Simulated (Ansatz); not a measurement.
The cell is COD entry 9008600, as deposited and not checked against the literature; nothing was relaxed.

BaS: DFT, LDA, all-electron LAPW, scalar-relativistic (Ansatz 0.2.0).

Command: `ansatz run input.yaml --threads 1 --pin off --max-ram 3072MiB --backend cpu --events-out ev --progress --plain --runs-dir out` The run took 5.2 s on 1 thread of AMD EPYC 9R45 96-Core Processor (Zen 5) (shared host), peak memory 0.3 GiB.

```yaml
crystal:
  lattice:
    - [0.0, 3.19375, 3.19375]
    - [3.19375, 0.0, 3.19375]
    - [3.19375, 3.19375, 0.0]
  atoms:
    - { symbol: Ba, position: [0.0, 0.0, 0.0] }
    - { symbol: S, position: [0.5, 0.5, 0.5] }
kpoints:
  mp_grid: { grid: [7, 7, 7] }
  band_path:
    path:
      - [0.0, 0.0, 0.0]
      - [0.5, 0.0, 0.5]
      - [0.625, 0.25, 0.625]
      - [0.375, 0.375, 0.75]
      - [0.0, 0.0, 0.0]
      - [0.5, 0.5, 0.5]
      - [0.5, 0.25, 0.75]
      - [0.5, 0.0, 0.5]
    npoints: 14
scf:
  occupations: { method: fermi_dirac, width: 0.01 }
hamiltonian:
  xc: lda
  pseudopotentials: { kind: all_electron, lapw: { basis_error: 0.00025 } }
output:
  forces: true
  stress: true
  eigenvalues: true
  populations: true
  dos: { projected: true, de: 0.2, e_range: [-14, 8] }
```

Output:

```
Ba: projections on atomic orbitals take those of the free atom 1s2 2s2 2p6 3s2 3p6 3d10 4s2 4p6 4d10 5s2 5p6 6s2, of charge +0.00 (hamiltonian.pseudopotentials.projection_atoms)
S: projections on atomic orbitals take those of the free atom 1s2 2s2 2p6 3s2 3p4, of charge +0.00 (hamiltonian.pseudopotentials.projection_atoms)
LAPW: plane waves up to 6.469 Å⁻¹, error target 2.5e-4 eV per atom; small_component_spin mean_spin; S in spheres of 1.518 Å, 14 of its electrons in bands, Dirac shells []; Ba in spheres of 1.676 Å, 28 of its electrons in bands, Dirac shells []
Engine: ansatz 0.2.0
Pseudopotentials: kind: all_electron
Pseudopotential: Ba, LAPW, valence charge 28, Koelling and Harmon's equation, gaussian nucleus
Pseudopotential: S, LAPW, valence charge 14, Koelling and Harmon's equation, gaussian nucleus
Functional definition: SPW92
  exchange = slater_x
  correlation = pw_c
Crystal: 2 atoms, lattice volume = 65.153 Å³
Basis set: ecut = 159.43054879756667 eV, 307 PW (Γ), exchange–correlation at level 2
Bands: 26, of which v1, the nominal top of the filled ones, is band 21 counted from 1 (20 counted from 0)
Symmetry: 48 space group operations
Space group: Fm-3m (ITA 225), of the structure as read, at distance tolerance 4.0e-5 Å
k-points: 20 of 343
Non-local potential: Ba, projectors of the file, none
Non-local potential: S, projectors of the file, none
Initial density: superposition of atomic densities (chi_scale 0.1, normalization cell, long waves kept (reshape's long-wave potential 0.00 eV rms))
Initial wavefunctions: plane waves of lowest kinetic energy (no species holds an atomic orbital)
Functional: x = slater, c = lda
iter 1 solved again at ethr=2.73e-3 eV; its pass at ethr=1.00e-1 eV (dr2=1.15e0 eV) is discarded
SCF iter   1: F=—  HF=-232037.534287 eV  |F-HF|=—  |Δ(HF+E_count)|=         —  Δρ=2.71e-2  dr2=1.15e0  ethr=2.73e-3  ⟨swp⟩=2.0  Hψ=3343  notcnv=0
preconditioner: auto → none  [insulator: Δε(μ)=3.122 eV  Ē_g=12.531 eV  σ=0.010 eV  W_gap=1.00  n_scr=14 (ndim 8)  ℏωp=17.2 eV  f_vac=0.000  D(μ)=0.00/eV (n_scr^D=0)  ε∞_Penn≈2.9]
iter 2 solved again at ethr=8.31e-5 eV; its pass at ethr=2.73e-3 eV (dr2=3.49e-2 eV) is discarded
SCF iter   2: F=—  HF=-232037.125315 eV  |F-HF|=—  |Δ(HF+E_count)|=   4.09e-1  Δρ=6.09e-3  dr2=3.50e-2  ethr=8.31e-5  ⟨swp⟩=2.2  Hψ=3026  notcnv=0
SCF iter   3: F=—  HF=-232037.050471 eV  |F-HF|=—  |Δ(HF+E_count)|=   7.48e-2  Δρ=4.68e-3  dr2=3.12e-2  ethr=8.31e-5  ⟨swp⟩=3.2  Hψ=1949  notcnv=0
SCF iter   4: F=—  HF=-232037.047624 eV  |F-HF|=—  |Δ(HF+E_count)|=         —  Δρ=6.43e-4  dr2=5.01e-4  ethr=7.44e-5  ⟨swp⟩=2.0  Hψ=1748  notcnv=0
the basis was enlarged: its passes take 198.0 KiB over the memory plan, 1 of 1 planned eigensolver slots
SCF iter   5: F=—  HF=-232037.047623 eV  |F-HF|=—  |Δ(HF+E_count)|=   8.09e-7  Δρ=9.47e-5  dr2=8.69e-6  ethr=1.19e-6  ⟨swp⟩=2.0  Hψ=1719  notcnv=0
SCF iter   6: F=—  HF=-232037.047626 eV  |F-HF|=—  |Δ(HF+E_count)|=   2.24e-6  Δρ=1.73e-5  dr2=3.28e-7  ethr=2.07e-8  ⟨swp⟩=2.8  Hψ=1726  notcnv=0
SCF iter   7: F=-232037.047626 eV  HF=-232037.047626 eV  |F-HF|=3.17e-9  |Δ(HF+E_count)|=   1.59e-7  Δρ=2.18e-6  dr2=2.74e-9  ethr=7.82e-10  ⟨swp⟩=2.2  Hψ=1705  notcnv=0
SCF 1 converged in 7 iterations: F = -232037.047626 eV  dr2 = 2.74e-9
NSCF: frozen V_eff on 99 k-points
SCF converged after 7 iterations
Free energy (F): -232037.047626 eV
Harris-Foulkes:  -232037.047626 eV  (|F-HF|=3.17e-9)
Internal energy: -232037.047626 eV  (E = F + TS)
E sigma→0 (E₀):  -232037.047626 eV
Fermi energy:    8.607779 eV
--- Per-component energies (eV) ---
  E_band       = -3437.144191
  E_kinetic    = 246505.414020
  E_xc         = -5887.720270
  E_electrostatic = -472654.741376  (all electrons and nuclei)
  E_smearing   = -0.000000  (= −TS)
  E_closure    = 0.000000  (closes the sum)
  E_atoms      = -232025.816391  (free atoms, spherical and without spin; not in F)
  Σ components = -232037.047626   (vs F -232037.047626, Δ=0.00e0)
  Basis errors (estimates in eV, not in F): energy 9.2e-5 per atom: plane waves 8.4e-5 (4.7e-5 summed), levels above the bands 5.0e-166, relativity 2.0e-9, radial functions 7.8e-6, core shells 7.2e-12; eigenvalues (radial functions only) 8.6e-7; not estimated: angular momenta, meshes, grids; target (lapw.basis_error) 2.5e-4; muffin-tin radii S 1.518 Å, Ba 1.676 Å
--- Forces (eV/Å), atoms counted from 1 ---
  atom   1  Ba    -0.00000000     0.00000000     0.00000000
  atom   2  S      0.00000000    -0.00000000    -0.00000000
  max |Σ_I F_I| component: 3.62e-31 eV/Å
--- Stress (GPa, compression-positive) ---
       -2.471286      -0.000000      -0.000000
       -0.000000      -2.471286       0.000000
       -0.000000       0.000000      -2.471286
  P = ⅓ Tr σ = -2.4713 GPa (-24.713 kbar)
--- Band table (eV; the first three rows and the last of 20) ---
  k-point 0: bands = ["-227.4892", "-194.5490", "-164.8717", "-164.8717", "-164.8717", "-140.2431", "-140.2431", "-140.2431", "-74.0071", "-74.0071", "-74.0071", "-73.9993", "-73.9993", "-18.3890", "-3.3909", "-3.3909", "-3.3909", "-2.6852", "7.5782", "7.5782", "7.5782", "10.9616", "11.3861", "11.3861", "11.3861", "12.3688"]
  k-point 1: bands = ["-227.4892", "-194.5490", "-164.8717", "-164.8717", "-164.8717", "-140.2431", "-140.2431", "-140.2431", "-74.0071", "-74.0071", "-74.0071", "-73.9993", "-73.9993", "-18.3805", "-3.7809", "-3.3987", "-3.3987", "-2.2792", "7.0590", "7.3276", "7.3276", "11.3386", "11.6760", "11.6760", "11.7532", "12.9227"]
  k-point 2: bands = ["-227.4892", "-194.5490", "-164.8717", "-164.8717", "-164.8717", "-140.2431", "-140.2431", "-140.2431", "-74.0071", "-74.0071", "-74.0071", "-73.9993", "-73.9993", "-18.3611", "-4.2609", "-3.4160", "-3.4160", "-1.7604", "6.2280", "6.8756", "6.8756", "11.6402", "12.4793", "12.4793", "13.1351", "14.2527"]
  k-point 19: bands = ["-227.4892", "-194.5490", "-164.8717", "-164.8717", "-164.8717", "-140.2431", "-140.2431", "-140.2431", "-74.0071", "-74.0071", "-74.0071", "-73.9993", "-73.9993", "-18.3304", "-4.0576", "-3.7697", "-3.6166", "-1.9867", "6.4615", "7.0332", "7.1065", "11.3675", "12.2528", "13.9491", "14.5346", "14.7387"]
--- Löwdin populations: 2 sites ---
  site symbol       q [e]
     0     Ba     54.4056
     1      S     17.2932
  spilling = 0.004184 (of n_electrons = 72.000000)
```

populations.tsv:

```
# site	symbol	l	j	q
# orbitals = lowdin
# n_electrons = 72.000000
# spilling = 0.004184
# projection_atom_Ba: 1s2 2s2 2p6 3s2 3p6 3d10 4s2 4p6 4d10 5s2 5p6 6s2
# projection_atom_S: 1s2 2s2 2p6 3s2 3p4
0	Ba	0_1S	-	1.999999
0	Ba	0_2S	-	1.999991
0	Ba	0_3S	-	1.999887
0	Ba	0_4S	-	1.998692
0	Ba	0_5S	-	1.975378
0	Ba	0_6S	-	0.451525
0	Ba	1_2P	-	5.999999
0	Ba	1_3P	-	5.999989
0	Ba	1_4P	-	5.999881
0	Ba	1_5P	-	5.980318
0	Ba	2_3D	-	9.999991
0	Ba	2_4D	-	9.999933
1	S	0_1S	-	1.999951
1	S	0_2S	-	1.997420
1	S	0_3S	-	1.870699
1	S	1_2P	-	5.999802
1	S	1_3P	-	5.425316
```
